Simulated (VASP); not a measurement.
# BAs (F-43m) in VASP: notebook

The runs below take BAs through relaxation of cell and atoms, single point, with PBE.

All numbers are computed with VASP 6.6.1; they aren't measurements. Logs are shortened: lines on timing, memory, paths and dates and some standing lists are left out, and cuts for length are marked.

### Step 1. The structure

Symmetry: F-43m, No. 216, cubic system. Conventional cell: a = 4.777 Å, b = 4.777 Å, c = 4.777 Å, α = 90.00°, β = 90.00°, γ = 90.00°. B (site symmetry -43m) has 4 As at 2.07 Å as nearest neighbours. As (site symmetry -43m) is surrounded by 4 B at 2.07 Å.

### Step 2. Relaxation of cell and atoms, PBE

Input file INCAR:

```
PREC = Accurate ; ENCUT = 520
EDIFF = 1E-7 ; ISMEAR = 0
SIGMA = 0.02 ; LREAL = False
LASPH = True ; NELM = 80
ALGO = Normal ; ISIF = 3
LWAVE = False ; LCHARG = False
GGA = PE ; IBRION = 2
NSW = 80 ; EDIFFG = -0.002
```

Input file KPOINTS:

```
regular mesh
0
Gamma
  2 2 2
```

Input file POSCAR:

```
BAs
1.0
    0.0000000000      2.3885000000      2.3885000000
    2.3885000000      0.0000000000      2.3885000000
    2.3885000000      2.3885000000      0.0000000000
B As
1 1
Direct
    0.0000000000      0.0000000000      0.0000000000
    0.2500000000      0.2500000000      0.2500000000
```

Potentials or basis: VASP PAW PBE potentials, release 64 (B, As).

On the command line:

```bash
cat potpaw_PBE.64/B/POTCAR potpaw_PBE.64/As/POTCAR > POTCAR
mpirun -np 1 vasp_std > vasp.out
```

OUTCAR:

```text
PREC = Accurate
   ENCUT = 520
   EDIFF = 1E-7
   ISMEAR = 0
   LREAL = False
   LASPH = True
   NELM = 80
   ISIF = 3
   GGA = PE
   IBRION = 2
   NSW = 80
   EDIFFG = -0.002

 ion  position               nearest neighbor table
   1  0.000  0.000  0.000-   2 2.07   2 2.07   2 2.07   2 2.07
   2  0.250  0.250  0.250-   1 2.07   1 2.07   1 2.07   1 2.07

  LATTYP: Found a face centered cubic cell.
 ALAT       =     4.7770000000

  Lattice vectors:

 A1 = (   0.0000000000,   2.3885000000,   2.3885000000)
 A2 = (   2.3885000000,   0.0000000000,   2.3885000000)
 A3 = (   2.3885000000,   2.3885000000,   0.0000000000)

Analysis of symmetry for initial positions (statically):
=====================================================================
 Subroutine PRICEL returns:
 Original cell was already a primitive cell.

 Routine SETGRP: Setting up the symmetry group for a
 face centered cubic supercell.

 Subroutine GETGRP returns: Found 24 space group operations
 (whereof 24 operations were pure point group operations)
 out of a pool of 48 trial point group operations.

The static configuration has the point symmetry T_d .

Analysis of symmetry for dynamics (positions and initial velocities):
=====================================================================
 Subroutine PRICEL returns:
 Original cell was already a primitive cell.

 Routine SETGRP: Setting up the symmetry group for a
 face centered cubic supercell.

 Subroutine GETGRP returns: Found 24 space group operations
 (whereof 24 operations were pure point group operations)
 out of a pool of 48 trial point group operations.

The dynamic configuration has the point symmetry T_d .

 Subroutine INISYM returns: Found 24 space group operations
 (whereof 24 operations are pure point group operations),
 and found     1 'primitive' translations

----------------------------------------------------------------------------------------

                                     Primitive cell

  volume of cell :      27.2525

  direct lattice vectors                    reciprocal lattice vectors
     0.000000000  2.388500000  2.388500000    -0.209336404  0.209336404  0.209336404
     2.388500000  0.000000000  2.388500000     0.209336404 -0.209336404  0.209336404
     2.388500000  2.388500000  0.000000000     0.209336404  0.209336404 -0.209336404

  length of vectors
     3.377849094  3.377849094  3.377849094     0.362581287  0.362581287  0.362581287

  position of ions in fractional coordinates (direct lattice)
     0.000000000  0.000000000  0.000000000
     0.250000000  0.250000000  0.250000000

  ion indices of the primitive-cell ions
   primitive index   ion index
                 1           1
                 2           2

----------------------------------------------------------------------------------------

 KPOINTS: regular mesh

Automatic generation of k-mesh.
 Grid dimensions read from file:
 generate k-points for:    2    2    2

 Generating k-lattice:

  Cartesian coordinates                     Fractional coordinates (reciprocal lattice)
    -0.104668202  0.104668202  0.104668202     0.500000000  0.000000000  0.000000000
     0.104668202 -0.104668202  0.104668202     0.000000000  0.500000000  0.000000000
     0.104668202  0.104668202 -0.104668202     0.000000000  0.000000000  0.500000000

  Length of vectors
     0.181290643  0.181290643  0.181290643

  Shift w.r.t. Gamma in fractional coordinates (k-lattice)
     0.000000000  0.000000000  0.000000000

 Subroutine IBZKPT returns following result:
 ===========================================

 Found      3 irreducible k-points:

 Following reciprocal coordinates:
            Coordinates               Weight
  0.000000  0.000000  0.000000      1.000000
  0.500000  0.000000  0.000000      4.000000
  0.500000  0.500000  0.000000      3.000000
   k-points           NKPTS =      3   k-points in BZ     NKDIM =      3   number of bands    NBANDS=      8
   number of dos      NEDOS =    301   number of ions     NIONS =      2
   total plane-waves  NPLWV =  21952
   dimension x,y,z NGX =    28 NGY =   28 NGZ =   28
   dimension x,y,z NGXF=    56 NGYF=   56 NGZF=   56
   ions per type =               1   1
   NGX,Y,Z   is equivalent  to a cutoff of  13.78, 13.78, 13.78 a.u.
   NGXF,Y,Z  is equivalent  to a cutoff of  27.56, 27.56, 27.56 a.u.
 SYSTEM =  unknown system
   PREC   = accura    normal or accurate (medium, high low for compatibility)
   ISTART =      0    job   : 0-new  1-cont  2-samecut
   ICHARG =      2    charge: 1-file 2-atom 10-const
   ISPIN  =      1    spin polarized calculation?
   LNONCOLLINEAR =      F non collinear calculations
   LSORBIT =      F    spin-orbit coupling
   LASPH  =      T    aspherical Exc in radial PAW
   ENCUT  =  520.0 eV  38.22 Ry    6.18 a.u.   6.28  6.28  6.28*2*pi/ulx,y,z
   NELM   =     80;   NELMIN=  2; NELMDL= -5     # of ELM steps
   EDIFF  = 0.1E-06   stopping-criterion for ELM
   LREAL  =      F    real-space projection
   EDIFFG = -.2E-02   stopping-criterion for IOM
   NSW    =     80    number of steps for IOM
   IBRION =      2    ionic relax: 0-MD 1-quasi-New 2-CG
   NFREE  =      1    steps in history (QN), initial steepest desc. (CG)
   ISIF   =      3    stress and relaxation
   ISYM   =      2    0-nonsym 1-usesym 2-fastsym
   POTIM  = 0.5000    time-step for ionic-motion
   TEBEG  =    0.0;   TEEND  =   0.0 temperature during run
   PSTRESS=    0.0 pullay stress
   NELECT =       8.0000    total number of electrons
   NUPDOWN=      -1.0000    fix difference up-down
   EMIN   =  10.00;   EMAX   =-10.00  energy-range for DOS
   EFERMI =   0.00;   METHOD = LEGACY
   ISMEAR =     0;   SIGMA  =   0.02  broadening in eV -4-tet -1-fermi 0-gaus
   EFERMI_NEDOS =   21; number of points for ismear=-14 and -15
   IALGO  =     38    algorithm
   IMIX   =      4    mixing-type and parameters
     AMIX     =   0.40;   BMIX     =  1.00
     AMIX_MAG =   1.60;   BMIX_MAG =  1.00
  volume/ion in A,a.u.               =      13.63        91.95
  Fermi-wavevector in a.u.,A,eV,Ry     =   1.088018  2.056057 16.106360  1.183784
  Thomas-Fermi vector in A             =   2.224191
   LORBIT       =      0    0 simple, 1 ext, 2 COOP (PROOUT), +10 PAW based schemes
   GGA     = PE    functional components
   LHFCALC =     F    Hartree Fock is set to
   AEXX    =    0.0000 exact exchange contribution
   IVDW    =     0    specifies the selected vdW correction
   LEPSILON=     F    determine dielectric tensor
   LRPA    =     F    only Hartree local field effects (RPA)
 conjugate gradient relaxation of ions
 non-spin polarized calculation
 Gauss-broadening in eV      SIGMA  =   0.02
  energy-cutoff  :      520.00
  volume of cell :       27.25
 maximum number of plane-waves:       754
 NGX is ok and might be reduce to    28
   NGX = 13   NGY = 13   NGZ = 13

--------------------------------------- Ionic step        1  -------------------------------------------

 number of electron       8.0000000 magnetization

 Free energy of the ion-electron system (eV)
  ---------------------------------------------------
  ext. energy  EPLUGINS =         0.00000000
  ---------------------------------------------------
  free energy    TOTEN  =        -8.50933440 eV

  energy without entropy =       -8.50933440  energy(sigma->0) =       -8.50933440

 E-fermi :   6.5775     XC(G=0): -10.4072

 val. band max:        6.4605735895   @ k =   0.0000   0.0000   0.0000
 cond. band min:       7.7423065320   @ k =   0.5000   0.5000   0.0000
 fundamental gap:      1.2817329424
 Fermi energy:         6.5774837039

 k-point     1 :       0.0000    0.0000    0.0000
  band No.  band energies     occupation
      1      -9.0453      2.00000
      2       6.4606      2.00000
      3       6.4606      2.00000
      4       6.4606      2.00000
      5       9.6009      0.00000
      6       9.6009      0.00000
      7       9.6009      0.00000
      8      11.1754      0.00000

 k-point     2 :       0.5000    0.0000    0.0000
  band No.  band energies     occupation
      1      -6.1584      2.00000
      2      -2.4275      2.00000
      3       4.5985      2.00000
      4       4.5985      2.00000
      5       9.1113      0.00000
      6      11.0914      0.00000
      7      11.0914      0.00000
      8      15.2352      0.00000
[... 103 lines left out ...]
 POSITION                                       TOTAL-FORCE (eV/Angst)
 -----------------------------------------------------------------------------------
      0.00000      0.00000      0.00000        -0.000000      0.000000     -0.000000
      1.23897      1.23897      1.23897         0.000000     -0.000000      0.000000
 -----------------------------------------------------------------------------------
    total drift:                                0.000000      0.000000      0.000000

  FREE ENERGIE OF THE ION-ELECTRON SYSTEM (eV)
  ---------------------------------------------------
  free  energy   TOTEN  =        -8.6483952995 eV

  energy  without entropy=       -8.6483952995  energy(sigma->0) =       -8.64839530

[... ionic steps 4 to 13 ...]

--------------------------------------- Ionic step       14  -------------------------------------------

 number of electron       8.0000001 magnetization

------------------------ aborting loop because EDIFF is reached ----------------------------------------

  FORCE on cell =-STRESS in cart. coord.  units (eV):
  Direction    XX          YY          ZZ          XY          YZ          ZX
  --------------------------------------------------------------------------------------
  -------------------------------------------------------------------------------------
  Total        0.0276192      0.0276192      0.0276192     -0.0000000      0.0000000     -0.0000000
  in kB        1.4565070      1.4565070      1.4565070     -0.0000000      0.0000000     -0.0000000
  external PRESSURE =       1.4565070 kB  Pullay stress =       0.0000000 kB

 VOLUME and BASIS-vectors are now :
 -----------------------------------------------------------------------------
  energy-cutoff  :      520.00
  volume of cell :       30.38
      direct lattice vectors                 reciprocal lattice vectors
     0.000000000  2.476621850  2.476621850    -0.201887906  0.201887906  0.201887906
     2.476621850  0.000000000  2.476621850     0.201887906 -0.201887906  0.201887906
     2.476621850  2.476621850  0.000000000     0.201887906  0.201887906 -0.201887906
[... 37 lines left out ...]
 POSITION                                       TOTAL-FORCE (eV/Angst)
 -----------------------------------------------------------------------------------
      2.47696      0.00000      2.47696         0.000000      0.000000      0.000000
      1.23848      1.23848      1.23848        -0.000000     -0.000000     -0.000000
 -----------------------------------------------------------------------------------
    total drift:                                0.000000      0.000000      0.000000

  FREE ENERGIE OF THE ION-ELECTRON SYSTEM (eV)
  ---------------------------------------------------
  free  energy   TOTEN  =        -8.6483893354 eV

  energy  without entropy=       -8.6483893354  energy(sigma->0) =       -8.64838934

--------------------------------------- Ionic step       16  -------------------------------------------

 number of electron       8.0000001 magnetization

 Free energy of the ion-electron system (eV)
  ---------------------------------------------------
  ext. energy  EPLUGINS =         0.00000000
  ---------------------------------------------------
  free energy    TOTEN  =        -8.64839664 eV

  energy without entropy =       -8.64839664  energy(sigma->0) =       -8.64839664

 E-fermi :   5.3989     XC(G=0):  -9.9272

 val. band max:        5.2764097222   @ k =   0.0000   0.0000   0.0000
 cond. band min:       6.7192624061   @ k =   0.5000   0.5000   0.0000
 fundamental gap:      1.4428526838
 Fermi energy:         5.3989010496

 k-point     1 :       0.0000    0.0000    0.0000
  band No.  band energies     occupation
      1      -9.2428      2.00000
      2       5.2764      2.00000
      3       5.2764      2.00000
      4       5.2764      2.00000
      5       8.3176      0.00000
      6       8.3176      0.00000
      7       8.3176      0.00000
      8       8.6547      0.00000

 k-point     2 :       0.5000    0.0000    0.0000
  band No.  band energies     occupation
      1      -6.7405      2.00000
      2      -2.8226      2.00000
      3       3.6066      2.00000
      4       3.6066      2.00000
      5       7.3347      0.00000
      6       9.8069      0.00000
      7       9.8069      0.00000
      8      13.8518      0.00000
[... 31 lines left out ...]
 POSITION                                       TOTAL-FORCE (eV/Angst)
 -----------------------------------------------------------------------------------
      0.00000      0.00000      0.00000         0.000000      0.000000      0.000000
      1.23882      1.23882      1.23882        -0.000000     -0.000000     -0.000000
 -----------------------------------------------------------------------------------
    total drift:                                0.000000      0.000000      0.000000

  FREE ENERGIE OF THE ION-ELECTRON SYSTEM (eV)
  ---------------------------------------------------
  free  energy   TOTEN  =        -8.6483966405 eV

  energy  without entropy=       -8.6483966405  energy(sigma->0) =       -8.64839664

 reached required accuracy - stopping structural energy minimisation
```

Wall time 25 s (1 thread of Intel Xeon Platinum 8259CL at 2.50GHz (Skylake/Cascade Lake), shared host); peak memory 0.16 GiB.

Results:

* Free energy: -8.6484 eV
* Relaxed volume: 15.21 Å³/atom
* Relaxed cell: a = 3.504 Å, b = 3.504 Å, c = 3.504 Å, α = 60.00°, β = 60.00°, γ = 60.00°
* Space group after relaxing (to 0.05 Å): F-43m (No. 216)
* Energy gained by relaxing: 69.5 meV/atom
* Ionic steps: 16
* Pressure after relaxing: 0.0 GPa
* Band gap on the k mesh: 1.44 eV, indirect (least direct gap 3.04 eV)

The path:
```tsv
step	energy change (eV)	largest force (eV/Å)	pressure (GPa)	volume (Å³)
1	0.0000	0.0000	15.44	27.25
2	-0.0832	0.0000	-7.16	32.77
3	-0.1391	0.0000	-0.04	30.43
4	-0.1390	0.0000	0.21	30.36
5	-0.1390	0.0000	0.21	30.37
6	-0.1390	0.0000	0.19	30.37
7	-0.1390	0.0000	0.19	30.37
8	-0.1390	0.0000	0.19	30.37
9	-0.1390	0.0000	0.19	30.37
10	-0.1390	0.0000	0.19	30.37
11	-0.1390	0.0000	0.19	30.37
12	-0.1390	0.0000	0.18	30.37
13	-0.1390	0.0000	0.17	30.38
14	-0.1390	0.0000	0.15	30.38
15	-0.1391	0.0000	0.10	30.39
16	-0.1391	0.0000	0.01	30.42
```

Final structure:
```xyz
2
Lattice="0.0000 2.4776 2.4776 2.4776 0.0000 2.4776 2.4776 2.4776 0.0000" Properties=species:S:1:pos:R:3 pbc="T T T"
B     0.0000    0.0000    0.0000
As    1.2388    1.2388    1.2388
```

Levels at points of the mesh, in eV from the valence-band top:
| k point | band 1 | band 2 | band 3 | band 4 | band 5 | band 6 | band 7 | band 8 |
| --- | --- | --- | --- | --- | --- | --- | --- | --- |
| (0.00, 0.00, 0.00) | -14.52 | 0.00 | 0.00 | 0.00 | 3.04 | 3.04 | 3.04 | 3.38 |
| (0.50, 0.00, 0.00) | -12.02 | -8.10 | -1.67 | -1.67 | 2.06 | 4.53 | 4.53 | 8.58 |
| (0.50, 0.50, 0.00) | -10.87 | -7.99 | -3.70 | -3.70 | 1.44 | 1.45 | 10.34 | 10.34 |

Caveat: the k mesh is coarse (spacing up to 1.14 Å⁻¹), so the values aren't converged; the volume moved by +12 % from the deposited cell, more than functionals usually miss. Zero-point motion and thermal expansion aren't in these numbers.

### Step 3. Relaxation of cell and atoms, PBE

This run uses another cell than the first one, of 15.21 Å³/atom, 1.116 times its volume.

INCAR is that of step 2.

KPOINTS is that of step 2.

Input file POSCAR:

```
BAs                                     
1.0
    0.0000000000      2.4776376138      2.4776376138
    2.4776376138      0.0000000000      2.4776376138
    2.4776376138      2.4776376138      0.0000000000
  B               As            
     1     1
Direct
     0.0000000000000000    0.0000000000000000    0.0000000000000000
     0.2500000000000000    0.2500000000000000    0.2500000000000000
```

Potentials or basis: VASP PAW PBE potentials, release 64 (B, As).

On the command line:

```bash
cat potpaw_PBE.64/B/POTCAR potpaw_PBE.64/As/POTCAR > POTCAR
mpirun -np 1 vasp_std > vasp.out
```

It took 3.9 s on 1 thread of Intel Xeon Platinum 8259CL at 2.50GHz (Skylake/Cascade Lake), shared host; peak memory 0.15 GiB.

Results (log left out):

* Free energy: -8.6491 eV
* Pressure after relaxing: 0.0 GPa
* Band gap on the k mesh: 1.44 eV, indirect (least direct gap 3.04 eV)

Final structure:
```yaml
crystal:
  lattice:
    - [0.00000, 2.47764, 2.47764]
    - [2.47764, 0.00000, 2.47764]
    - [2.47764, 2.47764, 0.00000]
  atoms:
    - { symbol: B, position: [0.00000, 0.00000, 0.00000] }
    - { symbol: As, position: [0.25000, 0.25000, 0.25000] }
```

Levels at points of the mesh, in eV from the valence-band top:
| k point | band 2 | band 3 | band 4 | band 5 | band 6 | band 7 |
| --- | --- | --- | --- | --- | --- | --- |
| (0.00, 0.00, 0.00) | 0.00 | 0.00 | 0.00 | 3.04 | 3.04 | 3.04 |
| (0.50, 0.00, 0.00) | -8.10 | -1.67 | -1.67 | 2.06 | 4.53 | 4.53 |
| (0.50, 0.50, 0.00) | -7.98 | -3.70 | -3.70 | 1.44 | 1.45 | 10.34 |

Caveat: the k mesh is coarse (spacing up to 1.10 Å⁻¹), so the values aren't converged; the relaxation stopped at its first step, so nothing moved. A hybrid or GW would open this gap; PBE tends to underestimate it.

(Part 1 of 2 ends here.)
